Titanium in TiO₂ has four units of valence to share among its oxygen neighbours. Four neighbours receive one unit each, six receive two thirds and eight receive half, so the bonds weaken and lengthen as the neighbours become more numerous. The lengths worth remembering are 1.80, 1.95 and 2.06 Å for four, six and eight equal neighbours. A densely packed TiO₂ crystal takes roughly 10 Å³ per atom.

The link between valence and length is exponential. Let s be the valence of one bond and R its length:

s = exp[(R₀ − R)/b], with R₀ = 1.8 Å and b = 0.37 Å.

Here R₀ is the length of a bond that carries one unit, and b says how fast a bond loses valence when stretched. Both are rounded, recalled bond-valence constants, R₀ being that of titanium(IV) with oxygen, and neither was adjusted to the crystals below. If n equal bonds share four units, s is 4/n, and therefore

R = R₀ + b ln(n/4).

The logarithm has a simple physical origin. Each oxygen pushes back on titanium with a repulsion that falls exponentially with distance, and n oxygens push n times as hard. The electrostatic pull does not grow in step, because the oxygens also repel one another; summed over the whole crystal, it changes far less. To restore the balance the bonds must lengthen until the exponential has shrunk by roughly a factor n, which takes a distance proportional to ln n. This is a sketch of the cause, not a derivation of the value of b.

TiO2 in several structure types, calculated with Ansatz 0.2.0 using r2SCAN, plane-wave PAW, a 500 eV cutoff, fixed occupations and no spin polarisation, in cells relaxed with the same functional. Energies are free energies per atom relative to the lowest one listed, without vibrations.

```
              structure  space group of the cell as it ended  space group  neighbours of Ti  volume per atom (Å³)  shortest bond (Å)    k mesh  energy above lowest (meV/atom)
     database structure                       I4_1/amd (141)     I4_1/amd                 6                 11.40              1.933  10×10×10                               0
     database structure                       I4_1/amd (141)     I4_1/amd                 6                 11.40              1.933     8×8×8                               0
polar orthorhombic host                            Pbcn (60)         Pbcn                 6                 10.22              1.869     6×6×6                               8
            rutile host                       P4_2/mnm (136)     P4_2/mnm                 6                 10.40              1.948     6×6×8                              14
     database structure                       P4_2/mnm (136)     P4_2/mnm                 6                 10.40              1.948     6×6×8                              14
        monoclinic host                          P2_1/c (14)       P2_1/c                 6                  9.67              1.865     6×6×6                              41
        tetragonal host                       P4_2/nmc (137)     P4_2/nmc                 4                  9.84              1.884     8×8×6                             121
            quartz host                         P6_422 (181)       P6_422                 4                 19.69              1.808     6×6×4                             139
    cubic fluorite host                          Fm-3m (225)        Fm-3m                 8                  9.18              2.076  10×10×10                             284
```

Anatase (I4_1/amd) and rutile (P4_2/mnm) each appear twice, so the nine rows hold seven phases. All of them were calculated with the r2SCAN functional.

First worked row: rutile, with six neighbours.

R = 1.8 + 0.37 × ln(6/4) = 1.8 + 0.15 = 1.95 Å

The shortest bond in the table is 1.948 Å. Together with the cell edges, it puts the two remaining bonds at 1.98 Å, if the four equal ones are the short ones, as is known for this structure. The estimate thus falls within the narrow range of the calculated bonds.

The volume follows from the oxygens, because they fill most of the space. Around a regular octahedral site the oxygens stand √2 R apart, and close-packed atoms at a distance d take d³/√2 each, here 2R³. Two of every three atoms are oxygen, so the volume per atom is

V = (4/3) R³ = (4/3) × 1.95³ ≈ 9.9 Å³.

The calculation gives 10.40 Å³, so the estimate is 5% too small. Besides the two constants it needed only the number of neighbours and the assumption of close packing.

Cubic fluorite shows why longer bonds can go with a denser crystal. Its eight neighbours form a cube, whose oxygens are only 1.15 R apart instead of 1.41 R. The bond is about 5% longer than in an octahedron, but the oxygens have moved together so much that this outweighs the looser stacking of a simple cubic array. The geometry gives V = 1.03 R³, and the rule predicts a volume 0.90 times that of an octahedral crystal. The calculated ratio is also 0.90 to the Pbcn phase (the row named polar orthorhombic host, although the relaxed crystal is not polar), but 0.95 to the monoclinic phase, 0.88 to rutile and 0.81 to anatase. The eight bonds are kept equal by the symmetry of the cell; the lower energy of the tetragonal host suggests that a free crystal would distort.

Second worked row: the tetragonal host, where counting neighbours needs care. The table lists four, but with the atoms arranged as in tetragonal zirconia, the short bond and the cell edges place four more oxygens at 2.43 Å. The crystal is a distorted fluorite, not a framework of tetrahedra. The rule can still be used if the short bond, 1.884 Å, is known. Four short and four long bonds share four units, so one short and one long bond together have one unit:

valence of a short bond: exp[(1.8 − 1.884)/0.37] = 0.80
valence left for each long bond: 1 − 0.80 = 0.20
length of a long bond: 1.8 − 0.37 × ln 0.203 ≈ 2.39 Å

The estimate is 0.04 Å too short, for a bond that the listed count leaves out altogether. What the short bonds take, the long ones must do without.

The same bookkeeping suggests why the tetragonal host takes more room than cubic fluorite. Since valence falls exponentially, a small shortening of one bond has to be paid for by a larger lengthening of another. The mean bond of the tetragonal host is (1.884 + 2.433)/2 ≈ 2.16 Å, clearly more than the 2.06 Å of eight equal bonds. A volume estimated from equal bonds is 9% too small here, against 3% for cubic fluorite, where the bonds really are equal. Unevenness alone does not settle the volume, though: the Pbcn and monoclinic phases, whose shells are probably uneven too, are denser than rutile.

For the four phases with nearly equal bonds (the quartz type, anatase, rutile and cubic fluorite) the rule meets the shortest bond to 0.02 Å or better. The quartz type and cubic fluorite also test the constant b, since their neighbour numbers differ by a factor of two: together they give 0.39 Å, close to the 0.37 Å assumed. The constants stem from measured crystals, so the small misses mix the error of the rule with that of the functional. The printed analysis after this page lists them row by row.

In the Pbcn and monoclinic phases the shortest bond is 0.08 to 0.09 Å shorter than the estimate. By the argument above, other bonds there should be longer to make up for it, but their lengths are not available, so this remains untested. The monoclinic crystal may also have a seventh oxygen slightly farther out, as is usual for its structure type. For an uneven shell the rule gives a typical length, and the shortest bond should be expected below it.

Volumes are less certain than bonds, because a crystal can change its angles while keeping its bond lengths. Anatase is the instructive case: its short and long bonds all fit to 0.04 Å, yet the estimated volume is 13% too small. Each octahedron shares four edges with its neighbours, against two in rutile, and a shared edge measures 2.46 Å where a regular octahedron would have 2.76 Å. A likely explanation is that the two titanium ions on either side of the edge repel each other and the oxygens draw together between them. Since the bonds keep nearly the same length, the unshared edges stretch in return, some of them to 3.05 Å. The oxygens are then no longer close-packed, and the crystal takes more room.

This matters for a film that converts from anatase to rutile. The table gives a loss of 1.0 Å³ out of 11.4 Å³ per atom, a shrinkage of 9% that can strain or crack a layer. The rule assigns both phases the same volume because both have six neighbours. For such a change of phase the calculated or measured volumes have to be used.

The quartz type takes the same weakness to its extreme. Its bond is right to 0.01 Å, but close-packed oxygens around tetrahedral sites would need only 12 Å³ per atom, and the calculation gives 19.69 Å³. Tetrahedra joined only at their corners can turn about the shared oxygens and leave large voids. No count of neighbours reveals how wide such a framework stands open.

A well-shared valence does not make a crystal stable either. In rutile, the tetragonal host and the quartz type the bond valences at titanium add up to the same 3.91 units, close to the ideal four. Their energies above the lowest phase are 14, 121 and 139 meV per atom. The extremes do follow the energy, with a sum of 4.00 in anatase, the lowest phase, and 3.79 in cubic fluorite, the highest, but the other three phases with a known sum are not told apart. The sum tests whether the bond lengths are reasonable, while the energy also depends on how the polyhedra are joined and how the ions beyond the first shell are arranged. Even the calculated order of anatase below rutile is open to doubt: calorimetry finds bulk rutile the more stable, many functionals of this kind are known to place anatase too low, and vibrations are left out.

For use at the desk, count the oxygens around titanium, including a more distant group if there is one. Start from 1.8 Å and add 0.15 Å for six equal neighbours or 0.26 Å for eight; if one group of bonds is known to be short, give the other group the valence that remains. For the volume, cube the length found for equal bonds and multiply by 4/3 for octahedra or by 1.03 for cubes. Trust the bond to a few hundredths of an ångström when the shell is even, allow for a volume up to about 15% larger than estimated in a dense crystal, and look up the volume of an open framework.

The analysis program printed:

```
Rule against calculation:
                      row  neighbours used  estimated bond (Å)  estimate less shortest bond (Å)  volume factor  estimated volume (Å³/atom)  volume miss (%)
       database structure                6                1.95                          0.01702          1.333                       9.887           -13.27
       database structure                6                1.95                          0.01702          1.333                       9.887           -13.27
  polar orthorhombic host                6                1.95                          0.08102          1.333                       9.887            -3.26
              rutile host                6                1.95                         0.002022          1.333                       9.887           -4.934
       database structure                6                1.95                         0.002022          1.333                       9.887           -4.934
          monoclinic host                6                1.95                          0.08502          1.333                       9.887            2.242
          tetragonal host                8               2.056                           0.1725          1.026                       8.926           -9.284
              quartz host                4                 1.8                           -0.008          2.053                       11.97            -39.2
      cubic fluorite host                8               2.056                         -0.01954          1.026                       8.926           -2.762
Lengthening from four to six neighbours (Å): 0.15
Lengthening from four to eight neighbours (Å): 0.2565
Rms bond miss over the four phases with near-equal bonds (Å): 0.0136
Largest bond miss over these four phases (Å): 0.01954
Softness length from quartz type and cubic fluorite alone (Å): 0.3866
Longer bond in rutile (Å): 1.98
Longer bond in anatase (Å): 1.986
Longer bond in the tetragonal host (Å): 2.433
Valence sum at Ti in anatase: 4.003
Valence sum at Ti in rutile: 3.909
Valence sum at Ti in the tetragonal host: 3.91
Valence sum at Ti in the quartz type: 3.914
Valence sum at Ti in cubic fluorite: 3.794
Tetragonal host, valence of each short bond: 0.7969
Tetragonal host, valence left for each long bond: 0.2031
Tetragonal host, long bond estimated from the short one (Å): 2.39
Anatase, shared octahedron edge (Å): 2.46
Edge of a regular octahedron with the estimated bond (Å): 2.758
Volume of cubic fluorite over Pbcn, estimated: 0.9029
Volume of cubic fluorite over Pbcn, calculated: 0.8982
```
